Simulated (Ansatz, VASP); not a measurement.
# One calculation of AlPt, two programs

```xyz
2
Lattice="3.0915 0.0000 0.0000 0.0000 3.0915 0.0000 0.0000 0.0000 3.0915" Properties=species:S:1:pos:R:3 pbc="T T T"
Al    0.0000    0.0000    0.0000
Pt    1.5458    1.5458    1.5458
```

Change from the starting cell: volume scaled by 1, crystal datasets.

Alike in both runs: task electric field gradients; functional LDA; k mesh 12 × 12 × 12; occupations fermi-dirac, width 0.05 eV; no spin polarisation.

|  | VASP | Ansatz |
| --- | --- | --- |
| version | VASP 6.6.1 | Ansatz 0.2.0 |
| potentials or method | VASP PAW LDA potentials, release 64 (Al, Pt), cutoff 520 eV | all-electron PAW with datasets made for the crystal, scalar-relativistic |

|  | VASP | Ansatz | Ansatz less VASP |
| --- | --- | --- | --- |
| pressure (GPa) | -9.3 | -9.7 | -0.43 |
| Vzz of the field gradient on the site that differs most (V/Å²) | 0.0 | 0.0 | 0.00 |

Ansatz ran all-electron here, so the differences hold the error of VASP's frozen core and of both bases. Ansatz warned: «gradients_without_spin_orbit».

Spin-orbit coupling is left out, which matters for the levels of Pt.
